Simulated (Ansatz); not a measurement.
**P in Ansatz: the effect of functional**

The system is P, a slab with vacuum.

```
P
1.0
     3.28373    0.00000    0.00000
     0.00000   34.85703    0.00000
     0.00000    0.00000    4.63208
P
4
Direct
  0.50000 0.97026 0.90785
  0.50000 0.02974 0.09215
  0.00000 0.02974 0.40785
  0.00000 0.97026 0.59215
```

Alike in all runs:

| Item | Value |
| --- | --- |
| Program | Ansatz 0.2.0 |
| Task | projected density of states |
| Potentials or basis | Ansatz PAW |
| k mesh | 5 × 1 × 4 |
| Occupations | fermi-dirac, width 0.05 eV |
| Spin | no spin polarisation |

Task: One run gave: gap on the mesh 2.38 eV; largest force 0.14 eV/Å. Which functional did it use?
A. HSE06
B. LDA
C. r2SCAN0
D. PBE0
E. PBEsol

Result: C.

```tsv
functional	cutoff	gap on the mesh (eV)	largest force (eV/Å)
LDA	420 eV	0.84	0.18
PBEsol	420 eV	0.88	0.27
r2SCAN	500 eV	1.10	0.09
HSE06	420 eV	1.60	0.13
PBE0	420 eV	2.29	0.13
r2SCAN0	500 eV	2.38	0.14
```

Caveats: odd divisions of the mesh miss points on the zone boundary, where band edges often lie, so the gap on the mesh can be too wide; the PAW data sets come from PBE, with cores solved anew for the run's functional, which leaves a small shift of forces and pressure.

A k mesh can miss the band edges.

Not every run made on this cell is shown here.
